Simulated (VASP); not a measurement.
Runs of VASP 6.6.1 on Ni. The structure is cubic, space group Im-3m (No. 229). Conventional cell: a = 2.794 Å, b = 2.794 Å, c = 2.794 Å, α = 90.00°, β = 90.00°, γ = 90.00°. Ni (site symmetry m-3m) has 8 Ni at 2.42 Å as nearest neighbours. This isn't the form of Ni at room conditions, which is fcc.

| task | level | potentials or basis | spin | cell | k mesh | cutoff (eV) | mesh quality | gap on the mesh (eV) | pressure (GPa) | moment (μB) | relaxed volume (Å³/atom) |
| --- | --- | --- | --- | --- | --- | --- | --- | --- | --- | --- | --- |
| relaxation of cell and atoms | PBEsol | VASP PAW PBE potentials, release 64 (Ni) | off | relaxed | 20 × 20 × 20 | 600 | not flagged | none | 0.0 | - | 10.37 |
| relaxation of cell and atoms | PBEsol | VASP PAW PBE potentials, release 64 (Ni) | collinear, ferromagnetic start | relaxed | 20 × 20 × 20 | 580 | not flagged | none | 0.0 | 0.54 | 10.46 |
| relaxation of cell and atoms | PBE | VASP PAW PBE potentials, release 64 (Ni) | collinear, ferromagnetic start | relaxed | 20 × 20 × 20 | 600 | not flagged | none | 0.0 | (b) | 10.98 |
| relaxation of cell and atoms | PBE+D3(BJ) | VASP PAW PBE potentials, release 64 (Ni) | collinear, ferromagnetic start | relaxed | 20 × 20 × 20 | 600 | not flagged | none | 0.0 | 0.55 | 10.60 |
| relaxation of cell and atoms | PBEsol | VASP PAW PBE potentials, release 64 (Ni) | collinear, ferromagnetic start | relaxed | 8 × 8 × 8 | 600 | coarse | none | -0.1 | 0.54 | 10.48 |
| relaxation of cell and atoms | RPBE | VASP PAW PBE potentials, release 64 (Ni) | collinear, ferromagnetic start | relaxed | 20 × 20 × 20 | 600 | not flagged | none | 0.0 | 0.58 | 11.32 |
| single point | PBEsol | VASP PAW PBE potentials, release 64 (Ni) | collinear, ferromagnetic start | as given | 20 × 20 × 20 | 520 | not flagged | none | -8.1 | (a) | - |
| relaxation of cell and atoms | PBEsol | VASP PAW PBE potentials, release 64 (Ni) | collinear, ferromagnetic start | relaxed | 20 × 20 × 20 | 600 | not flagged | none | 0.0 | 0.54 | 10.46 |
| relaxation of cell and atoms | LDA | VASP PAW LDA potentials, release 64 (Ni) | collinear, ferromagnetic start | relaxed | 20 × 20 × 20 | 600 | not flagged | none | 0.0 | 0.00 | 10.03 |

Alike in all rows: smearing gaussian 0.1 eV.

Estimate the missing entries.

(a) 0.56; (b) 0.57.

Caveats: some runs use coarse meshes; the PAW data sets were made with another functional, which shifts forces and pressure a little (some runs); pairwise dispersion overbinds metals, which lowers pressure and volume (some runs).

A gap of «none» marks a metal or a gap under the smearing width.
